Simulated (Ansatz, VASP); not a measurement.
**One calculation of TiAl, two programs**

The input INCAR:

```
SYSTEM = TiAl
PREC = Accurate
ENCUT = 600
EDIFF = 1E-6
ISMEAR = 0
SIGMA = 0.1
LREAL = .FALSE.
LASPH = .TRUE.
NELM = 100
ALGO = Normal
ISIF = 3
LWAVE = .FALSE.
LCHARG = .FALSE.
GGA = PE
IBRION = 2
NSW = 100
EDIFFG = -0.005
```

Contents of KPOINTS:

```
Automatic mesh
0
G
  14 14 14
  0 0 0
```

The input POSCAR:

```
TiAl
1.0
    3.1801485214      0.0000000000      0.0000000000
    0.0000000000      3.1801485214      0.0000000000
    0.0000000000      0.0000000000      3.1801485214
Al Ti
1 1
Direct
    0.0000000000      0.0000000000      0.0000000000
    0.5000000000      0.5000000000      0.5000000000
```

Input for Ansatz:

```yaml
crystal:
  lattice:
    - [3.1801485214, 0.0, 0.0]
    - [0.0, 3.1801485214, 0.0]
    - [0.0, 0.0, 3.1801485214]
  atoms:
    - { symbol: Al, position: [0.0, 0.0, 0.0] }
    - { symbol: Ti, position: [0.5, 0.5, 0.5] }
basis:
  ecutwfc: 420
kpoints:
  mp_grid: { grid: [14, 14, 14] }
hamiltonian:
  xc: pbe
scf:
  occupations: { method: gaussian, width: 0.1 }
output:
  forces: true
  stress: true
  eigenvalues: true
relax:
  adjacent_minimum: "off"
  f_tol: 0.005
  max_steps: 80
  cell: { stress_tol: 0.05 }
```

Alike in both runs: task relaxation of cell and atoms; functional PBE; k mesh 14 × 14 × 14; occupations gaussian, width 0.1 eV; no spin polarisation.

|  | VASP | Ansatz |
| --- | --- | --- |
| version | VASP 6.6.1 | Ansatz 0.2.0 |
| potentials or method | VASP PAW PBE potentials, release 64 (Al, Ti_sv) | scalar-relativistic, plane waves, PAW |
| plane-wave cutoff (eV) | 600 | 420 |
| valence electrons in the cell | 15 | 15 |

```tsv
	VASP	Ansatz	Ansatz less VASP
gap on the k mesh at the Fermi level, each at its own relaxed structure (eV)	none	none	-
relaxed volume (Å³/atom)	16.17	16.17	+0.005
relaxed cell length with the largest relative difference (Å)	3.186	3.186	+0.0003
```

A gap of «none» marks a metal or a gap that the smearing closes.

PBE usually gives volumes a little too large and moduli too small. Zero-point motion and thermal expansion aren't in these numbers.
